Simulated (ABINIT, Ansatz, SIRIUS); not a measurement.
**Ti: 3 runs at one level of theory**

```
Ti
1.0
     4.56737    0.00000    0.00000
    -2.28369    3.95546    0.00000
     0.00000    0.00000    2.82624
Ti
3
Direct
  0.66667 0.33333 0.50000
  0.33333 0.66667 0.50000
  0.00000 0.00000 0.00000
```

This isn't the form of Ti at room conditions, which is hcp.

Alike in all runs: task single point; functional PBEsol; k mesh 7 × 7 × 9; occupations fermi-dirac, width 0.05 eV; no spin polarisation; no spin-orbit coupling. Pressure is positive in compression and, in plane waves, holds the error of the finite cutoff, which Ansatz's Pulay term estimates and takes out.

```csv
program and potentials,plane-wave cutoff (eV),notes,pressure (GPa)
"Ansatz, Ansatz PAW",420,"potentials made for PBE, which Ansatz adapts in part",-3.73
"SIRIUS, PseudoDojo 0.4.1 PBEsol standard (scalar relativistic)",1152,-,-3.69
"ABINIT, PseudoDojo NC SR PBEsol v0.4.1 standard",1143,-,-3.69
```

The pressure spans -3.73 (Ansatz, Ansatz PAW) to -3.69 GPa (ABINIT, PseudoDojo NC SR PBEsol v0.4.1 standard).

The functional is the same throughout but for its coding, so the spread measures potentials, basis and numerics; runs on potential files found faulty are left out.
